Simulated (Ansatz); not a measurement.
**Ru under changes of volume**

One of the cells (14.045 Å³/atom); the others are scaled copies at fixed shape and fractional positions:

```
Ru
1.0
     0.00000    1.91500    1.91500
     1.91500    0.00000    1.91500
     1.91500    1.91500    0.00000
Ru
1
Direct
  0.00000 0.00000 0.00000
```

This isn't the form of Ru at room conditions, which is hcp.

- Program: Ansatz 0.2.0
- Functional: PBE
- Potentials or basis: Ansatz PAW
- Cutoff: 420 eV (not typed: the program's choice for these potentials)
- k mesh: 12 × 12 × 12
- Occupations: fermi-dirac, width 0.05 eV
- Spin: no spin polarisation

```csv
volume (Å³/atom),energy over the lowest point (meV/atom),pressure (GPa)
13.203,?,?
13.484,8.11,8.1
13.765,0.00,1.3
14.045,3.14,-4.7
14.326,16.25,-10.0
14.607,38.21,-14.8
14.888,68.00,-19.0
```

**Question.** What does the run at 13.203 Å³/atom give?

**Answer.** Energy over the lowest point 28.89 meV/atom; pressure 15.8 GPa.

Worked out: A Birch-Murnaghan fit of order 3 (a polynomial in V^(-2/3)) to the other rows has its minimum at 13.82 Å³/atom with B0 = V·E''(V) = 308 GPa and B' = 5.0. It gives 28.94 meV/atom at 13.203 Å³/atom, against the run's 28.89, and -dE/dV = 15.8 GPa, against 15.8.

Energies are extrapolated to zero smearing.
